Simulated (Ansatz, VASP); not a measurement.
# Co: VASP beside Ansatz

Contents of INCAR:

```
PREC = Accurate ; ENCUT = 520
EDIFF = 1E-7 ; ISMEAR = -1
SIGMA = 0.05 ; LREAL = False
LASPH = True ; NELM = 150
ALGO = Normal ; ISIF = 2
LWAVE = False ; LCHARG = False
ISPIN = 2 ; MAGMOM = 2 2 2 2
LORBIT = 11 ; LMAXMIX = 4
GGA = PE ; NBANDS = 30
```

KPOINTS

```
Automatic mesh
0
Gamma
  12 12 4
```

Contents of POSCAR:

```
Co
1.0
    2.5190164704      0.0000000000      0.0000000000
   -1.2595082352      2.1815322559      0.0000000000
    0.0000000000      0.0000000000      8.2468668932
Co
4
Direct
    0.6666666667      0.3333333333      0.7500000000
    0.0000000000      0.0000000000      0.5000000000
    0.3333333333      0.6666666667      0.2500000000
    0.0000000000      0.0000000000      0.0000000000
```

The input input.yaml:

```yaml
crystal:
  lattice:
    - [2.5190164704, 0.0, 0.0]
    - [-1.2595082352, 2.1815322559, 0.0]
    - [0.0, 0.0, 8.2468668932]
  atoms:
    - { symbol: Co, position: [0.6666666667, 0.3333333333, 0.75], spin: 2.0 }
    - { symbol: Co, position: [0.0, 0.0, 0.5], spin: 2.0 }
    - { symbol: Co, position: [0.3333333333, 0.6666666667, 0.25], spin: 2.0 }
    - { symbol: Co, position: [0.0, 0.0, 0.0], spin: 2.0 }
hamiltonian:
  xc: pbe
  pseudopotentials: { kind: paw }
magnetization:
  spin_polarized: true
kpoints:
  mp_grid: { grid: [12, 12, 4] }
scf:
  occupations: { method: fermi_dirac, width: 0.05 }
output:
  forces: true
  stress: true
  eigenvalues: true
```

Change from the starting cell: volume scaled by 1.06.

Alike in both runs: task single point; functional PBE; k mesh 12 × 12 × 4; occupations fermi-dirac, width 0.05 eV; collinear spin, ferromagnetic start.

|  | VASP | Ansatz |
| --- | --- | --- |
| version | VASP 6.6.1 | Ansatz 0.2.0 |
| potentials or method | VASP PAW PBE potentials, release 64 (Co) | Ansatz PAW |
| plane-wave cutoff (eV) | 520 | 420 |
| valence electrons in the cell | 36 | 68 |

Ansatz gave:

| Quantity | Value |
| --- | --- |
| gap on the k mesh at the Fermi level (eV) | none |
| pressure (GPa) | -7.1 |
| largest component of the traceless stress (GPa) | 2.03 |
| net moment per atom (μB) | 1.70 |
| size of the moment on the site where the two differ most (μB) | 1.78 |

What did VASP give for the same quantities?

gap on the k mesh at the Fermi level (eV): none; pressure (GPa): -7.7; largest component of the traceless stress (GPa): 2.04; net moment per atom (μB): 1.69; size of the moment on the site where the two differ most (μB): 1.72.

Site moments also hang on the region over which each program counts them. A gap of «none» marks a metal or a gap that the smearing closes. The two sets of potentials don't hold the same shells in valence.
